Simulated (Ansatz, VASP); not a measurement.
InAs and the effect of spin-orbit coupling

The cell as given:

```cif
data_structure
_symmetry_space_group_name_H-M 'P 1'
_symmetry_Int_Tables_number 1
_cell_length_a 4.2681
_cell_length_b 4.2681
_cell_length_c 4.2681
_cell_angle_alpha 60.000
_cell_angle_beta 60.000
_cell_angle_gamma 60.000
_cell_volume 54.98
loop_
_atom_site_label
_atom_site_type_symbol
_atom_site_fract_x
_atom_site_fract_y
_atom_site_fract_z
_atom_site_occupancy
In1 In 0.00000 0.00000 0.00000 1
As1 As 0.75000 0.75000 0.75000 1
```

Kept alike: task relaxation of cell and atoms; functional PBE; k mesh 6 × 6 × 6; occupations fermi-dirac, width 0.05 eV. Program: Ansatz, Ansatz PAW, cutoff 420 eV. The mesh is that of the run's cell of 2 atoms.

```csv
spin-orbit coupling,volume (Å³/atom)
off,29.632
on,29.604
```

The relaxations keep at least the cell's symmetry (F-43m). For a metal such a mesh leaves the last digits unconverged. Relaxations stop with a little pressure left, so the last digits of a volume or edge aren't settled.

**Question.** What does spin-orbit coupling change here?

**Answer.** The volume runs from 29.604 (on) to 29.632 Å³/atom (off). A twin series (VASP, PBE PAW files As, In_d, 600 eV) moves it by -0.0164 between off and on, against -0.0282 Å³/atom here.
